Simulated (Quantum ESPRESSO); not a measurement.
Write the native input for Quantum ESPRESSO 7.5 that does the following.

* Task: band structure
* Functional: PBEsol
* Potentials or basis: PseudoDojo 0.4.1 SR PBEsol standard
* Cutoff: 1088 eV
* Density cutoff: 4354 eV
* k mesh: 8 × 8 × 8
* Occupations: fermi-dirac, width 0.05 eV
* Spin: no spin polarisation
* Mixing beta: 0.5
* Most SCF iterations: 120
* SCF threshold: 2e-10 Ry

Sb:

```
CELL_PARAMETERS angstrom
3.16000 0.00000 0.00000
0.00000 3.16000 0.00000
0.00000 0.00000 3.16000
ATOMIC_POSITIONS crystal
Sb 0.00000 0.00000 0.00000
```

This isn't the form of Sb at room conditions, which is rhombohedral.

The input as run:

pw.in

```
&CONTROL
  calculation = 'scf'
  prefix = 'pwscf'
  outdir = './tmp'
  pseudo_dir = './pseudo'
  tprnfor = .true.
  tstress = .true.
  disk_io = 'low'
/
&SYSTEM
  ibrav = 0
  A = 3.16
  nat = 1
  ntyp = 1
  ecutwfc = 80
  nbnd = 13
  occupations = 'smearing'
  smearing = 'fd'
  degauss = 0.00367493
/
&ELECTRONS
  conv_thr = 2d-10
  electron_maxstep = 120
  mixing_beta = 0.5
/
ATOMIC_SPECIES
Sb   121.7600 Sb.upf
CELL_PARAMETERS alat
   1.0000000000    0.0000000000    0.0000000000
   0.0000000000    1.0000000000    0.0000000000
   0.0000000000    0.0000000000    1.0000000000
ATOMIC_POSITIONS alat
Sb     0.0000000000    0.0000000000    0.0000000000
K_POINTS automatic
8 8 8 0 0 0
```

pp_density.in

```
&INPUTPP
  prefix = 'pwscf'
  outdir = './tmp'
  filplot = 'density.dat'
  plot_num = 0
/
&PLOT
  nfile = 1
  filepp(1) = 'density.dat'
  iflag = 3
  output_format = 6
  fileout = 'density.cube'
/
```

pp_potential.in

```
&INPUTPP
  prefix = 'pwscf'
  outdir = './tmp'
  filplot = 'potential.dat'
  plot_num = 11
/
&PLOT
  nfile = 1
  filepp(1) = 'potential.dat'
  iflag = 3
  output_format = 6
  fileout = 'potential.cube'
/
```

pp_elf.in

```
&INPUTPP
  prefix = 'pwscf'
  outdir = './tmp'
  filplot = 'elf.dat'
  plot_num = 8
/
&PLOT
  nfile = 1
  filepp(1) = 'elf.dat'
  iflag = 3
  output_format = 6
  fileout = 'elf.cube'
/
```

bands.in

```
&CONTROL
  calculation = 'bands'
  prefix = 'pwscf'
  outdir = './tmp'
  pseudo_dir = './pseudo'
  disk_io = 'low'
  verbosity = 'high'
/
&SYSTEM
  ibrav = 0
  A = 3.16
  nat = 1
  ntyp = 1
  ecutwfc = 80
  nbnd = 13
  occupations = 'smearing'
  smearing = 'fd'
  degauss = 0.00367493
/
&ELECTRONS
  conv_thr = 1d-08
  electron_maxstep = 120
  mixing_beta = 0.5
  diago_full_acc = .true.
  startingwfc = 'random'
/
ATOMIC_SPECIES
Sb   121.7600 Sb.upf
CELL_PARAMETERS alat
   1.0000000000    0.0000000000    0.0000000000
   0.0000000000    1.0000000000    0.0000000000
   0.0000000000    0.0000000000    1.0000000000
ATOMIC_POSITIONS alat
Sb     0.0000000000    0.0000000000    0.0000000000
K_POINTS crystal
60
 0.0000000000  0.0000000000  0.0000000000 1
 0.0000000000  0.0714285714  0.0000000000 1
 0.0000000000  0.1428571429  0.0000000000 1
 0.0000000000  0.2142857143  0.0000000000 1
 0.0000000000  0.2857142857  0.0000000000 1
 0.0000000000  0.3571428571  0.0000000000 1
 0.0000000000  0.4285714286  0.0000000000 1
 0.0000000000  0.5000000000  0.0000000000 1
 0.0714285714  0.5000000000  0.0000000000 1
 0.1428571429  0.5000000000  0.0000000000 1
 0.2142857143  0.5000000000  0.0000000000 1
 0.2857142857  0.5000000000  0.0000000000 1
 0.3571428571  0.5000000000  0.0000000000 1
 0.4285714286  0.5000000000  0.0000000000 1
 0.5000000000  0.5000000000  0.0000000000 1
 0.4545454545  0.4545454545  0.0000000000 1
 0.4090909091  0.4090909091  0.0000000000 1
 0.3636363636  0.3636363636  0.0000000000 1
 0.3181818182  0.3181818182  0.0000000000 1
 0.2727272727  0.2727272727  0.0000000000 1
 0.2272727273  0.2272727273  0.0000000000 1
 0.1818181818  0.1818181818  0.0000000000 1
 0.1363636364  0.1363636364  0.0000000000 1
 0.0909090909  0.0909090909  0.0000000000 1
 0.0454545455  0.0454545455  0.0000000000 1
 0.0000000000  0.0000000000  0.0000000000 1
 0.0357142857  0.0357142857  0.0357142857 1
 0.0714285714  0.0714285714  0.0714285714 1
 0.1071428571  0.1071428571  0.1071428571 1
 0.1428571429  0.1428571429  0.1428571429 1
 0.1785714286  0.1785714286  0.1785714286 1
 0.2142857143  0.2142857143  0.2142857143 1
 0.2500000000  0.2500000000  0.2500000000 1
 0.2857142857  0.2857142857  0.2857142857 1
 0.3214285714  0.3214285714  0.3214285714 1
 0.3571428571  0.3571428571  0.3571428571 1
 0.3928571429  0.3928571429  0.3928571429 1
 0.4285714286  0.4285714286  0.4285714286 1
 0.4642857143  0.4642857143  0.4642857143 1
 0.5000000000  0.5000000000  0.5000000000 1
 0.4545454545  0.5000000000  0.4545454545 1
 0.4090909091  0.5000000000  0.4090909091 1
 0.3636363636  0.5000000000  0.3636363636 1
 0.3181818182  0.5000000000  0.3181818182 1
 0.2727272727  0.5000000000  0.2727272727 1
 0.2272727273  0.5000000000  0.2272727273 1
 0.1818181818  0.5000000000  0.1818181818 1
 0.1363636364  0.5000000000  0.1363636364 1
 0.0909090909  0.5000000000  0.0909090909 1
 0.0454545455  0.5000000000  0.0454545455 1
 0.0000000000  0.5000000000  0.0000000000 1
 0.5000000000  0.5000000000  0.0000000000 1
 0.5000000000  0.5000000000  0.0625000000 1
 0.5000000000  0.5000000000  0.1250000000 1
 0.5000000000  0.5000000000  0.1875000000 1
 0.5000000000  0.5000000000  0.2500000000 1
 0.5000000000  0.5000000000  0.3125000000 1
 0.5000000000  0.5000000000  0.3750000000 1
 0.5000000000  0.5000000000  0.4375000000 1
 0.5000000000  0.5000000000  0.5000000000 1
```

Potentials or basis: PseudoDojo 0.4.1 SR PBEsol standard.

The run is started by

```bash
$ OMP_NUM_THREADS=1 mpirun -n 2 pw.x -nk 2 -in pw.in > pw.out
$ OMP_NUM_THREADS=1 mpirun -n 1 pp.x -in pp_density.in > pp_density.out
$ OMP_NUM_THREADS=1 mpirun -n 1 pp.x -in pp_potential.in > pp_potential.out
$ OMP_NUM_THREADS=1 mpirun -n 1 pp.x -in pp_elf.in > pp_elf.out
$ OMP_NUM_THREADS=1 mpirun -n 2 pw.x -nk 2 -in bands.in > bands.out
```

It gave:

```yaml
Pressure: -4.8 GPa
Band_gap_on_the_k_mesh: none (metal or under the smearing width)
```

Caveat: spin-orbit coupling is left out, which moves the levels of the heavy elements.

It took 15 s on 2 MPI ranks on Intel(R) Xeon(R) 6975P-C (Granite Rapids), on a shared host, peak memory 0.16 GiB a rank.
